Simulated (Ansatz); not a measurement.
# Te2Mo: the cost of one run

Computed with Ansatz 0.2.0 (DFT PBEsol, scalar-relativistic, plane waves, PAW, unless a step's input says otherwise).

### 1 Starting point

Symmetry: P-3m1, No. 164, trigonal system. The conventional cell has a = 3.560 Å, b = 3.560 Å, c = 55.909 Å, α = 90.00°, β = 90.00°, γ = 120.00°. Te (site symmetry 3m) has 3 Mo at 2.72 Å as nearest neighbours. Mo (site symmetry 3m) is surrounded by 6 Te at 2.72 to 2.73 Å. Te (site symmetry 3m) is surrounded by 3 Mo at 2.73 Å.

As a file:

```cif
data_structure
_symmetry_space_group_name_H-M 'P 1'
_symmetry_Int_Tables_number 1
_cell_length_a 3.5604
_cell_length_b 3.5604
_cell_length_c 55.9088
_cell_angle_alpha 90.000
_cell_angle_beta 90.000
_cell_angle_gamma 120.000
_cell_volume 613.77
loop_
_atom_site_label
_atom_site_type_symbol
_atom_site_fract_x
_atom_site_fract_y
_atom_site_fract_z
_atom_site_occupancy
Te1 Te 0.66667 0.33333 0.17886 1
Mo1 Mo 0.33333 0.66667 0.21086 1
Te2 Te 0.66667 0.33333 0.24289 1
Te3 Te 0.33333 0.66667 0.31333 1
Mo2 Mo 0.66667 0.33333 0.34536 1
Te4 Te 0.33333 0.66667 0.37736 1
Te5 Te 0.66667 0.33333 0.62264 1
Mo3 Mo 0.33333 0.66667 0.65464 1
Te6 Te 0.66667 0.33333 0.68667 1
Te7 Te 0.33333 0.66667 0.75711 1
Mo4 Mo 0.66667 0.33333 0.78914 1
Te8 Te 0.33333 0.66667 0.82114 1
```

Slab cut from the bulk at the bulk's listed lattice constants, lower half held.

### 2 Relaxing the atoms

input.yaml

```yaml
crystal:
  lattice:
    - [3.56039174, 0.0, 0.0]
    - [-1.78019587, 3.08338969, 0.0]
    - [0.0, 0.0, 55.9088178757]
  atoms:
    - { symbol: Te, position: [0.66666667, 0.33333334, 0.1788626621] }
    - { symbol: Mo, position: [0.33333333, 0.66666666, 0.2108583716] }
    - { symbol: Te, position: [0.66666667, 0.33333334, 0.2428861898] }
    - { symbol: Te, position: [0.33333333, 0.66666666, 0.313332967] }
    - { symbol: Mo, position: [0.66666667, 0.33333334, 0.3453607852] }
    - { symbol: Te, position: [0.33333333, 0.66666666, 0.3773564947] }
    - { symbol: Te, position: [0.66666667, 0.33333334, 0.6226435053] }
    - { symbol: Mo, position: [0.33333333, 0.66666666, 0.6546392148] }
    - { symbol: Te, position: [0.66666667, 0.33333334, 0.686667033] }
    - { symbol: Te, position: [0.33333333, 0.66666666, 0.7571138102] }
    - { symbol: Mo, position: [0.66666667, 0.33333334, 0.7891416284] }
    - { symbol: Te, position: [0.33333333, 0.66666666, 0.8211373379] }
basis:
  ecutwfc: 420.0
  fft_grid_basis: typed
kpoints:
  mp_grid: { grid: [9, 9, 1] }
hamiltonian:
  xc: pbesol
  pseudopotentials: { kind: paw }
scf:
  occupations: { method: gaussian, width: 0.05 }
output:
  forces: true
  eigenvalues: true
efield:
  axis: 3
  dipole_correction: true
  ramp_width: 0.04
relax:
  adjacent_minimum: "off"
  f_tol: 0.04
  max_steps: 40
  constraints: [{ sites: [0, 1, 2, 3, 4, 5] }]
```

On the command line:

```bash
> ansatz run input.yaml --threads 4 --pin off --max-ram 8847MiB --backend cpu --events-out ev --progress --plain --runs-dir out
```

**Question.** How long does this run take on 4 threads of Arm Neoverse V2, shared host, and how much memory does it need?

About 1.8 min, with a peak of 1.9 GiB.
